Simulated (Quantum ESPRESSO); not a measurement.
Runs of Quantum ESPRESSO 7.5 on InP. Symmetry: F-43m, No. 216, cubic system. The conventional cell has a = 5.861 Å, b = 5.861 Å, c = 5.861 Å, α = 90.00°, β = 90.00°, γ = 90.00°. In (site symmetry -43m) is surrounded by 4 P at 2.54 Å. Around P (site symmetry -43m) lie 4 In at 2.54 Å. 

| potentials or basis | cutoff (eV) | form of the LDA correlation | gap on the mesh (eV) | pressure (GPa) |
| --- | --- | --- | --- | --- |
| JTH 2.0 LDA | 612 | PW92 | 0.56 | 0.0 |
| PseudoDojo 0.4.1 SR LDA stringent | 1007 | PW92 | 0.61 | -0.2 |
| PseudoDojo 0.4.1 SR LDA standard | 952 | PW92 | 0.59 | 0.0 |
| GBRV 1.5 LDA | 762 | PZ81 | (a) | 0.1 |

Alike in all rows: task relaxation of cell and atoms; level LDA; no spin polarisation; cell relaxed to 0.3 kbar; k mesh 8 × 8 × 8; smearing fermi-dirac 0.05 eV.

Question: Estimate the missing entries.

Answer: (a) 0.57.

Caveats: spin-orbit coupling is left out, which moves the levels of the heavy elements; the cutoff is low for these files, which shifts pressure and relaxed volume (some runs).

A k mesh can miss the band edges, and the runs leave out spin-orbit coupling on In.

The runs don't all hold the same shells in valence.
